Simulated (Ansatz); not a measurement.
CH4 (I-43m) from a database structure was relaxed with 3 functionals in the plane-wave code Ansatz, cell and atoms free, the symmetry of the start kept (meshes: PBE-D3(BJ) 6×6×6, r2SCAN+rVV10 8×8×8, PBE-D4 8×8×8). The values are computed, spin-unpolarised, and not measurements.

The PBE-D3(BJ) result:
```yaml
crystal:
  lattice:
    - [-2.31158, 2.31158, 2.31158]
    - [2.31158, -2.31158, 2.31158]
    - [2.31158, 2.31158, -2.31158]
  atoms:
    - { symbol: H, position: [0.00000, 0.00000, 0.72654] }
    - { symbol: H, position: [0.72654, 0.00000, 0.00000] }
    - { symbol: H, position: [0.00000, 0.72654, 0.00000] }
    - { symbol: H, position: [0.27346, 0.27346, 0.27346] }
    - { symbol: C, position: [0.00000, 0.00000, 0.00000] }
```

Space group I-43m (No. 217), cubic; a = 4.623 Å in the conventional setting, 9.88 Å³ an atom. H has 1 C at 1.09 Å; C has 4 H at 1.09 Å.

Question: Order the functionals by the relaxed volume, smallest first.
A. PBE-D4
B. PBE-D3(BJ)
C. r2SCAN+rVV10

Answer: C (9.15 Å³/atom), B (9.88 Å³/atom), A (10.02 Å³/atom).

Question: How does the cell change with r2SCAN+rVV10?

Answer: a = 4.505 Å; the volume differs by -7.4 % from PBE-D3(BJ)'s. H has 1 C at 1.09 Å; C has 4 H at 1.09 Å.

Question: How does the cell change with PBE-D4?

Answer: a = 4.645 Å; the volume differs by +1.4 % from PBE-D3(BJ)'s. H has 1 C at 1.10 Å; C has 4 H at 1.10 Å.
